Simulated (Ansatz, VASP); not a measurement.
## PbSe: VASP beside Ansatz

```
Pb Se
1.0
     0.00000    3.18298    3.18298
     3.18298    0.00000    3.18298
     3.18298    3.18298    0.00000
Pb Se
1 1
Cartesian
  0.0000 0.0000 0.0000
  3.1830 3.1830 3.1830
```

Alike in both runs: task single point; functional PBE; k mesh 10 × 10 × 10; occupations gaussian, width 0.05 eV; no spin polarisation.

|  | VASP | Ansatz |
| --- | --- | --- |
| version | VASP 6.6.1 | Ansatz 0.2.0 |
| potentials or method | VASP PAW PBE potentials, release 64 (Pb_d, Se) | scalar-relativistic, plane waves, PAW |
| plane-wave cutoff (eV) | 520 | 420 |
| valence electrons in the cell | 20 | 30 |

|  | VASP | Ansatz | Ansatz less VASP |
| --- | --- | --- | --- |
| gap on the k mesh at the Fermi level (eV) | 0.62 | 0.62 | -0.004 |
| least direct gap on the mesh (eV) | 0.62 | 0.62 | -0.004 |
| pressure (GPa) | -2.8 | -2.8 | +0.02 |

The two sets of potentials don't hold the same shells in valence.

Caveats: spin-orbit coupling is left out, which as a rule narrows the gap of such compounds by several tenths of an eV. A k mesh can miss the band edges.
